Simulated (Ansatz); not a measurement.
Rb: computed properties

Method: Ansatz, DFT PBE, scalar-relativistic, plane waves, PAW.

Plane waves to 420 eV, a k mesh through Γ of 10×10×10 on the computed 1-atom cell and Gaussian smearing (0.10 eV); no spin polarisation.

The structure is relaxed at this level of theory with its symmetry kept.

```cif
data_structure
_symmetry_space_group_name_H-M 'P 1'
_symmetry_Int_Tables_number 1
_cell_length_a 4.9104
_cell_length_b 4.9104
_cell_length_c 4.9104
_cell_angle_alpha 109.471
_cell_angle_beta 109.471
_cell_angle_gamma 109.471
_cell_volume 91.14
loop_
_atom_site_label
_atom_site_type_symbol
_atom_site_fract_x
_atom_site_fract_y
_atom_site_fract_z
_atom_site_occupancy
Rb1 Rb 0.00000 0.00000 0.00000 1
```

```
Space group                                                       : Im-3m (No. 229)
Volume per atom                                                   : 91.14 Å³
Formation energy from the elements' standard states (uncorrected) : +0.003 eV/atom
Kohn–Sham band gap                                                : none (metal)
Density of states at the Fermi level                              : 0.92 states/eV per cell
Löwdin character within 0.5 eV of the Fermi level                 : Rb 5s 87 %, unprojected 13 %
Bulk modulus                                                      : 2.8 GPa
Its pressure derivative                                           : 3.8
Bader charges (e)                                                 : Rb (1 in the cell) 0.00
```